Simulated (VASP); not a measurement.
# Ca (I4/mmm) in VASP: a series of runs, part 2 of 2

VASP 6.6.1. The steps go on from the part before.

### Step 3. Band structure, rev-vdW-DF2

The input, run.py:

```python
from ase.calculators.vasp import Vasp
from ase.dft.bandgap import bandgap
from ase.io import read

atoms = read('Ca.cif')
calc = Vasp(
    directory='calc',
    xc='rev-vdw-df2',
    pp='PBE',
    setups='minimal',
    pp_version='54',
    prec='Accurate',
    encut=500,
    ediff=1e-06,
    ismear=0,
    sigma=0.01,
    lreal=False,
    lasph=True,
    nelm=80,
    algo='Fast',
    isif=2,
    lwave=False,
    lcharg=True,
    kpts=[9, 9, 9],
    gamma=True,
)
atoms.calc = calc

print('energy (eV):', atoms.get_potential_energy())
print('free energy (eV):', atoms.get_potential_energy(force_consistent=True))
efermi = calc.get_fermi_level()
print('Fermi level (eV):', efermi)
path = atoms.cell.bandpath(npoints=40, eps=1e-4)
print('path:', path.path)
calc.set(kpts=path.kpts, reciprocal=True, icharg=11, isym=0, lcharg=False)
calc.calculate(atoms)
print('gap on the path (eV):', bandgap(calc, efermi=efermi)[0])
print('direct gap on the path (eV):', bandgap(calc, efermi=efermi, direct=True)[0])
```

The input, Ca.cif:

```cif
data_Ca
_cell_length_a 3.81428599
_cell_length_b 3.81428599
_cell_length_c 3.81428599
_cell_angle_alpha 109.35984672
_cell_angle_beta 109.35984672
_cell_angle_gamma 109.69419882
_space_group_name_H-M_alt 'P1'
_space_group_name_Hall 'P 1'
_space_group_IT_number 1
loop_
_space_group_symop_operation_xyz
'x,y,z'
loop_
_atom_site_label
_atom_site_type_symbol
_atom_site_symmetry_multiplicity
_atom_site_Wyckoff_symbol
_atom_site_fract_x
_atom_site_fract_y
_atom_site_fract_z
_atom_site_occupancy
Ca1 Ca 1 a 0.5000000000 0.5000000000 0.0000000000 1
```

Potentials or basis: VASP PAW PBE potentials, release 54 (Ca_pv).

The run is started by

```bash
> python run.py
```

Log:

```text
<dir> UserWarning: vdW has been enabled, however no location for the vdw_kernel.bindat file has been specified. Set ASE_VASP_VDW environment variable to copy the vdW kernel.
  warnings.warn(
energy (eV): 0.02956305
free energy (eV): 0.02946288
Fermi level (eV): 2.13445682
path: GXMGZPNZ1M,XP
gap on the path (eV): 0.0
direct gap on the path (eV): 0.0
```

OUTCAR:

```text
ENCUT = 500.000000
   EDIFF = 1.00e-06
   GGA = MK
   PREC = Accurate
   ICHARG = 11
   ISIF = 2
   ISMEAR = 0
   ISYM = 0
   NELM = 80
   LASPH = .TRUE.
   LREAL = .FALSE.

 ion  position               nearest neighbor table
   1  0.500  0.500  0.000-

IMPORTANT INFORMATION: All symmetrisations will be switched off!
NOSYMM: (Re-)initialisation of all symmetry stuff for point group C_1.

----------------------------------------------------------------------------------------

                                     Primitive cell

  volume of cell :      42.7182

  direct lattice vectors                    reciprocal lattice vectors
     3.814285990  0.000000000  0.000000000     0.262172266  0.093841315  0.160326775
    -1.285414123  3.591168075  0.000000000     0.000000000  0.278460929  0.160326775
    -1.264435933 -1.795584037  3.118630685     0.000000000  0.000000000  0.320653550

  length of vectors
     3.814285990  3.814285990  3.814285990     0.321317855  0.321317855  0.320653550

  position of ions in fractional coordinates (direct lattice)
     0.500000000  0.500000000  0.000000000

  ion indices of the primitive-cell ions
   primitive index   ion index
                 1           1

----------------------------------------------------------------------------------------

 KPOINTS: KPOINTS created by Atomic Simulation Env

Read explicit list of k-points.

 Found     40 k-points:

 Following reciprocal coordinates:
            Coordinates               Weight
  0.000000  0.000000  0.000000      0.025000
  0.000000  0.000000  0.125000      0.025000
  0.000000  0.000000  0.250000      0.025000
  0.000000  0.000000  0.375000      0.025000
  0.000000  0.000000  0.500000      0.025000
 -0.125000  0.125000  0.500000      0.025000
[... 32 lines left out ...]
  0.166667  0.166667  0.333333      0.025000
  0.250000  0.250000  0.250000      0.025000
   k-points           NKPTS =     40   k-points in BZ     NKDIM =     40   number of bands    NBANDS=      8
   number of dos      NEDOS =    301   number of ions     NIONS =      1
   total plane-waves  NPLWV =  21952
   dimension x,y,z NGX =    28 NGY =   28 NGZ =   28
   dimension x,y,z NGXF=    56 NGYF=   56 NGZF=   56
   ions per type =               1
   NGX,Y,Z   is equivalent  to a cutoff of  12.20, 12.20, 12.20 a.u.
   NGXF,Y,Z  is equivalent  to a cutoff of  24.41, 24.41, 24.41 a.u.
 SYSTEM =  unknown system
   PREC   = accura    normal or accurate (medium, high low for compatibility)
   ISTART =      0    job   : 0-new  1-cont  2-samecut
   ICHARG =     11    charge: 1-file 2-atom 10-const
   ISPIN  =      1    spin polarized calculation?
   LNONCOLLINEAR =      F non collinear calculations
   LSORBIT =      F    spin-orbit coupling
   LASPH  =      T    aspherical Exc in radial PAW
   ENCUT  =  500.0 eV  36.75 Ry    6.06 a.u.   6.95  6.95  6.95*2*pi/ulx,y,z
   NELM   =     80;   NELMIN=  2; NELMDL=  0     # of ELM steps
   EDIFF  = 0.1E-05   stopping-criterion for ELM
   LREAL  =      F    real-space projection
   EDIFFG = 0.1E-04   stopping-criterion for IOM
   NSW    =      0    number of steps for IOM
   IBRION =     -1    ionic relax: 0-MD 1-quasi-New 2-CG
   NFREE  =      0    steps in history (QN), initial steepest desc. (CG)
   ISIF   =      2    stress and relaxation
   ISYM   =      0    0-nonsym 1-usesym 2-fastsym
   POTIM  = 0.5000    time-step for ionic-motion
   TEBEG  =    0.0;   TEEND  =   0.0 temperature during run
   PSTRESS=    0.0 pullay stress
   NELECT =       8.0000    total number of electrons
   NUPDOWN=      -1.0000    fix difference up-down
   EMIN   =  10.00;   EMAX   =-10.00  energy-range for DOS
   EFERMI =   0.00;   METHOD = LEGACY
   ISMEAR =     0;   SIGMA  =   0.01  broadening in eV -4-tet -1-fermi 0-gaus
   EFERMI_NEDOS =   21; number of points for ismear=-14 and -15
   IALGO  =     68    algorithm
   IMIX   =      4    mixing-type and parameters
     AMIX     =   0.40;   BMIX     =  1.00
     AMIX_MAG =   1.60;   BMIX_MAG =  1.00
  volume/ion in A,a.u.               =      42.72       288.28
  Fermi-wavevector in a.u.,A,eV,Ry     =   0.936628  1.769970 11.936013  0.877272
  Thomas-Fermi vector in A             =   2.063657
   LORBIT       =      0    0 simple, 1 ext, 2 COOP (PROOUT), +10 PAW based schemes
   GGA     = MK    functional components
   LHFCALC =     F    Hartree Fock is set to
   AEXX    =    0.0000 exact exchange contribution
   IVDW_NL    =     1    kernel type
   BPARAM     = 6.3000
   IVDW    =     0    specifies the selected vdW correction
   LEPSILON=     F    determine dielectric tensor
   LRPA    =     F    only Hartree local field effects (RPA)
 non-spin polarized calculation
 RMM-DIIS sequential band-by-band and
 Gauss-broadening in eV      SIGMA  =   0.01
  energy-cutoff  :      500.00
  volume of cell :       42.72
 maximum number of plane-waves:      1096

 number of electron       7.9999997 magnetization

 Free energy of the ion-electron system (eV)
  ---------------------------------------------------
  ext. energy  EPLUGINS =         0.00000000
  ---------------------------------------------------
  free energy    TOTEN  =         0.60688467 eV

  energy without entropy =        0.60772280  energy(sigma->0) =        0.60730373

 E-fermi :   2.1731     XC(G=0):  -7.7221

 val. band max:        2.1627310115   @ k =  -0.3984   0.5016   0.3984
 cond. band min:       2.1744178032   @ k =  -0.5000   0.5000   0.5000
 fundamental gap:      0.0116867918
 Fermi energy:         2.1731207756

 k-point     1 :       0.0000    0.0000    0.0000
  band No.  band energies     occupation
      1     -20.8533      2.00000
      2     -20.8514      2.00000
      3     -20.8514      2.00000
      4      -1.9134      2.00000
      5       4.3415      0.00000
      6       4.3588      0.00000
      7       4.3588      0.00000
      8       5.3810      0.00000
[... 419 lines left out ...]
 k-point    40 :       0.2500    0.2500    0.2500
  band No.  band energies     occupation
      1     -20.9196      2.00000
      2     -20.9172      2.00000
      3     -20.9172      2.00000
      4       2.4630      0.00000
      5       2.4630      0.00000
      6       2.4683      0.00000
      7       5.6750      0.00000
      8       5.7111      0.00000

------------------------ aborting loop because EDIFF is reached ----------------------------------------

  FORCE on cell =-STRESS in cart. coord.  units (eV):
  Direction    XX          YY          ZZ          XY          YZ          ZX
  --------------------------------------------------------------------------------------
  -------------------------------------------------------------------------------------
  Total       -2.5719411     -0.8747404      0.7367637      0.1163012      1.0948490     -0.3155559
  in kB      -96.4625333    -32.8077782     27.6328608      4.3619603     41.0631134    -11.8351549
  external PRESSURE =     -33.8791502 kB  Pullay stress =       0.0000000 kB

 VOLUME and BASIS-vectors are now :
 -----------------------------------------------------------------------------
  energy-cutoff  :      500.00
  volume of cell :       42.72
      direct lattice vectors                 reciprocal lattice vectors
     3.814285990  0.000000000  0.000000000     0.262172266  0.093841315  0.160326775
    -1.285414123  3.591168075  0.000000000     0.000000000  0.278460929  0.160326775
    -1.264435933 -1.795584037  3.118630685     0.000000000  0.000000000  0.320653550

 POSITION                                       TOTAL-FORCE (eV/Angst)
 -----------------------------------------------------------------------------------
      1.26444      1.79558      0.00000        -0.000044     -0.000035      0.000023
 -----------------------------------------------------------------------------------
    total drift:                               -0.000044     -0.000035      0.000023

  FREE ENERGIE OF THE ION-ELECTRON SYSTEM (eV)
  ---------------------------------------------------
  free  energy   TOTEN  =         0.6068846692 eV

  energy  without entropy=        0.6077228006  energy(sigma->0) =        0.60730373

Total vdW correction in eV:      1.4926085
```

INCAR:

```text
AGGAC = 0.000000
ENCUT = 500.000000
PARAM1 = 0.123400
PARAM2 = 0.711357
SIGMA = 0.010000
ZAB_VDW = -1.886700
EDIFF = 1.00e-06
ALGO = Fast
GGA = MK
PREC = Accurate
ICHARG = 11
ISIF = 2
ISMEAR = 0
ISYM = 0
NELM = 80
LASPH = .TRUE.
LCHARG = .FALSE.
LUSE_VDW = .TRUE.
LWAVE = .FALSE.
LREAL = .FALSE.
```

It took 59 s on 1 thread of Intel Xeon Platinum 8488C (Sapphire Rapids), shared host; peak memory 0.31 GiB.

Results:

```yaml
Band_gap_along_the_path: none (metal or under the smearing width)
```

Levels at the corners of the path, in eV from the Fermi level:
```
point  band 1  band 2  band 3  band 4  band 5  band 6  band 7  band 8
    Γ  -22.99  -22.99  -22.99   -4.05    2.21    2.22    2.22    3.25
    X  -23.12  -23.03  -22.99   -0.92   -0.03    1.30    3.14    3.51
    M  -23.08  -23.08  -23.08    0.04    0.05    3.86    3.86    3.92
    Γ  -22.99  -22.99  -22.99   -4.05    2.21    2.22    2.22    3.25
    Z  -23.08  -23.08  -23.08    0.04    0.05    3.85    3.85    3.92
    P  -23.05  -23.05  -23.05    0.33    0.33    0.33    3.54    3.56
    N  -23.12  -23.03  -22.99   -0.91   -0.02    1.28    3.16    3.52
   Z1  -23.08  -23.08  -23.08    0.04    0.05    3.85    3.85    3.92
    M  -23.08  -23.08  -23.08    0.04    0.05    3.86    3.86    3.92
    X  -23.12  -23.03  -22.99   -0.92   -0.03    1.30    3.14    3.51
    P  -23.05  -23.05  -23.05    0.33    0.33    0.33    3.54    3.58
```

Caveat: the log is that of the step along the path at fixed density, whose energy, stress, charges and moments have no meaning; the PAW data sets were made with another functional, which shifts forces and pressure a little.

### Step 4. Core levels, rSCAN

This run uses another cell than the first one: it holds 1 atom, not 2.

The input, INCAR:

```
SYSTEM = Ca
PREC = Accurate
ENCUT = 520
EDIFF = 1E-7
ISMEAR = 1
SIGMA = 0.2
LREAL = .FALSE.
LASPH = .TRUE.
NELM = 80
ALGO = Normal
ISIF = 2
LWAVE = .FALSE.
LCHARG = .FALSE.
METAGGA = RSCAN
LMIXTAU = .TRUE.
ICORELEVEL = 1
```

The input, KPOINTS:

```
Automatic mesh
0
G
  4 4 4
  0 0 0
```

The input, POSCAR:

```
Ca
3.8143
   -0.578141442362      0.578141442362      0.575758280681
    0.578141442362     -0.578141442362      0.575758280681
    0.578141442362      0.578141442362     -0.575758280681
Ca
1
Direct
    0.5000000000      0.5000000000      0.0000000000
```

Potentials or basis: VASP PAW PBE potentials, release 64 (Ca_sv).

The run is started by

```bash
> cat potpaw_PBE.64/Ca_sv/POTCAR > POTCAR
> mpirun -np 1 vasp_std > vasp.out
```

OUTCAR:

```text
SYSTEM = Ca
   PREC = Accurate
   ENCUT = 520
   EDIFF = 1E-7
   ISMEAR = 1
   LREAL = .FALSE.
   LASPH = .TRUE.
   NELM = 80
   ISIF = 2
   METAGGA = RSCAN

 ion  position               nearest neighbor table
   1  0.500  0.500  0.000-

  LATTYP: Found a body centered tetragonal cell.
 ALAT       =     4.4104098072
 C/A-ratio  =     0.9958778916

  Lattice vectors:

 A1 = (  -2.2052049036,   2.2052049036,   2.1961148100)
 A2 = (   2.2052049036,  -2.2052049036,   2.1961148100)
 A3 = (   2.2052049036,   2.2052049036,  -2.1961148100)

Analysis of symmetry for initial positions (statically):
=====================================================================
 Subroutine PRICEL returns:
 Original cell was already a primitive cell.

 Routine SETGRP: Setting up the symmetry group for a
 body centered tetragonal supercell.

 Subroutine GETGRP returns: Found 16 space group operations
 (whereof 16 operations were pure point group operations)
 out of a pool of 16 trial point group operations.

The static configuration has the point symmetry D_4h.

Analysis of symmetry for dynamics (positions and initial velocities):
=====================================================================
 Subroutine PRICEL returns:
 Original cell was already a primitive cell.

 Routine SETGRP: Setting up the symmetry group for a
 body centered tetragonal supercell.

 Subroutine GETGRP returns: Found 16 space group operations
 (whereof 16 operations were pure point group operations)
 out of a pool of 16 trial point group operations.

The dynamic configuration has the point symmetry D_4h.

 Subroutine INISYM returns: Found 16 space group operations
 (whereof 16 operations are pure point group operations),
 and found     1 'primitive' translations

----------------------------------------------------------------------------------------

                                     Primitive cell
[... 101 lines left out ...]
   LORBIT       =      0    0 simple, 1 ext, 2 COOP (PROOUT), +10 PAW based schemes
   METAGGA = RSCAN    functional components
   LHFCALC =     F    Hartree Fock is set to
   AEXX    =    0.0000 exact exchange contribution
   IVDW    =     0    specifies the selected vdW correction
   LEPSILON=     F    determine dielectric tensor
   LRPA    =     F    only Hartree local field effects (RPA)
 non-spin polarized calculation
 Methfessel and Paxton  Order N= 1 SIGMA  =   0.20
  energy-cutoff  :      520.00
  volume of cell :       42.72
 maximum number of plane-waves:      1160
   NGX = 15   NGY = 15   NGZ = 15

 number of electron      10.0000001 magnetization

 Free energy of the ion-electron system (eV)
  ---------------------------------------------------
  ext. energy  EPLUGINS =         0.00000000
  ---------------------------------------------------
  free energy    TOTEN  =       -10.61615631 eV

  energy without entropy =      -10.59328455  energy(sigma->0) =      -10.60853239

 the core state eigenenergies are
   1-  1s  -3982.5387  2s   -419.8066  2p   -340.5156

 E-fermi :   1.9161     XC(G=0):  -8.1793

 val. band max:        1.9136342216   @ k =   0.5000   0.5000   0.2500
 cond. band min:       1.9221441986   @ k =  -0.2500   0.5000   0.2500
 fundamental gap:      0.0085099771
 Fermi energy:         1.9160793651

 k-point     1 :       0.0000    0.0000    0.0000
  band No.  band energies     occupation
      1     -41.8956      2.00000
      2     -21.9528      2.00000
      3     -21.9503      2.00000
      4     -21.9503      2.00000
      5      -2.3227      2.00000
      6       4.5185     -0.00000
      7       4.5359     -0.00000
      8       4.5359     -0.00000
      9       5.5839     -0.00000
[... 133 lines left out ...]
 k-point    13 :       0.5000    0.5000    0.5000
  band No.  band energies     occupation
      1     -41.8699      2.00000
      2     -22.0523      2.00000
      3     -22.0509      2.00000
      4     -22.0509      2.00000
      5       2.0694      0.03801
      6       2.0790      0.01255
      7       6.0449      0.00000
      8       6.0449      0.00000
      9       6.1169      0.00000

------------------------ aborting loop because EDIFF is reached ----------------------------------------

  FORCE on cell =-STRESS in cart. coord.  units (eV):
  Direction    XX          YY          ZZ          XY          YZ          ZX
  --------------------------------------------------------------------------------------
  -------------------------------------------------------------------------------------
  Total        0.1402896      0.1402896      0.0896252      0.0000000      0.0000000     -0.0000000
  in kB        5.2616631      5.2616631      3.3614585      0.0000000      0.0000000     -0.0000000
  external PRESSURE =       4.6282616 kB  Pullay stress =       0.0000000 kB

 VOLUME and BASIS-vectors are now :
 -----------------------------------------------------------------------------
  energy-cutoff  :      520.00
  volume of cell :       42.72
      direct lattice vectors                 reciprocal lattice vectors
    -2.205204904  2.205204904  2.196114810     0.000000000  0.226736300  0.227674800
     2.205204904 -2.205204904  2.196114810     0.226736300  0.000000000  0.227674800
     2.205204904  2.205204904 -2.196114810     0.226736300  0.226736300  0.000000000

 POSITION                                       TOTAL-FORCE (eV/Angst)
 -----------------------------------------------------------------------------------
      0.00000      0.00000      2.19611         0.000000     -0.000000     -0.000000
 -----------------------------------------------------------------------------------
    total drift:                                0.000000     -0.000000      0.000000

  FREE ENERGIE OF THE ION-ELECTRON SYSTEM (eV)
  ---------------------------------------------------
  free  energy   TOTEN  =       -10.6161563100 eV

  energy  without entropy=      -10.5932845520  energy(sigma->0) =      -10.60853239
```

OSZICAR:

```text
N       E                     dE             d eps       ncg     rms          rms(c)
DAV:   1     0.528036363139E+02    0.52804E+02   -0.54734E+03   234   0.995E+02
DAV:   2    -0.966444863614E+01   -0.62468E+02   -0.62246E+02   239   0.225E+02
DAV:   3    -0.123335291924E+02   -0.26691E+01   -0.26489E+01   392   0.467E+01
[... 21 lines left out ...]
DAV:  25    -0.106161576445E+02    0.40348E-05   -0.11529E-06   249   0.166E-02    0.527E-04
DAV:  26    -0.106161577468E+02   -0.10234E-06   -0.15032E-07   380   0.529E-03    0.327E-04
DAV:  27    -0.106161560217E+02    0.17251E-05   -0.25300E-07   249   0.668E-03    0.437E-04
DAV:  28    -0.106161562489E+02   -0.22716E-06   -0.11080E-08   153   0.133E-03    0.970E-05
DAV:  29    -0.106161563100E+02   -0.61123E-07   -0.36059E-09   136   0.626E-04
   1 F= -.10616156E+02 E0= -.10608532E+02  d E =-.228718E-01
```

It took 40 s on 1 thread of Intel Xeon Platinum 8488C (Sapphire Rapids), shared host; peak memory 0.16 GiB.

These settings aren't checked as converged (typed here: k = 4 × 4 × 4): the numbers below hold their error.

What came out:

* Free energy: -10.6162 eV
* Pressure: 0.5 GPa
* Band gap on the k mesh: none (metal or under the smearing width)

Caveat: the k mesh is coarse (spacing up to 0.50 Å⁻¹), so the values aren't converged; the PAW data sets were made with another functional, which shifts forces and pressure a little.

### Step 5. For comparison

An earlier run on the cell as given: functional PBE; potentials or basis VASP PAW PBE potentials, release 64 (Ca_sv); cutoff 520 eV; k mesh 9 × 9 × 9; occupations fermi-dirac, width 0.05 eV; no spin polarisation.

- Pressure: -0.2 GPa
- Band gap on the k mesh: none (metal or under the smearing width)
